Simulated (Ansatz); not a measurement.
Bi2Se3 (Paraguanajuatite):

```
CELL_PARAMETERS angstrom
2.07150 1.19598 9.54533
-2.07150 1.19598 9.54533
0.00000 -2.39196 9.54533
ATOMIC_POSITIONS crystal
Bi 0.59920 0.59920 0.59920
Bi 0.40080 0.40080 0.40080
Se 0.78830 0.78830 0.78830
Se 0.21170 0.21170 0.21170
Se 0.00000 0.00000 0.00000
```

Base run:

| Quantity | Value |
| --- | --- |
| Program | Ansatz 0.2.0 |
| Functional | PBE |
| Potentials or basis | all-electron LAPW, inner shells corrected to Dirac's equation |
| Cutoff | 207 eV |
| Density cutoff | 830 eV |
| Basis error allowed | 0.002 eV/atom |
| k mesh | 8 × 8 × 8 |
| Occupations | fermi-dirac, width 0.05 eV |
| Spin | no spin polarisation |

Its results: band gap on the k mesh 0.22 eV, direct; pressure 2.6 GPa; largest force 0.163 eV/Å.

**Question.** After a change of settings the same cell gave: band gap on the k mesh 0.23 eV, indirect (least direct gap 0.40 eV); pressure 4.9 GPa; largest force 0.582 eV/Å. Which change was it?
A. potentials or basis from all-electron LAPW, inner shells corrected to Dirac's equation to all-electron LAPW, non-relativistic
B. potentials or basis from all-electron LAPW, inner shells corrected to Dirac's equation to all-electron LAPW, scalar-relativistic; basis error allowed from 0.002 eV/atom to 0.001 eV/atom
C. potentials or basis from all-electron LAPW, inner shells corrected to Dirac's equation to all-electron PAW datasets made for the crystal
D. potentials or basis from all-electron LAPW, inner shells corrected to Dirac's equation to all-electron LAPW, scalar-relativistic

**Answer.** A.

Caveats: spin-orbit coupling is left out, which as a rule narrows the gap of such compounds by several tenths of an eV; relativity is left out, which matters for the heavier elements (some runs).

Not every run made on this cell is shown here.
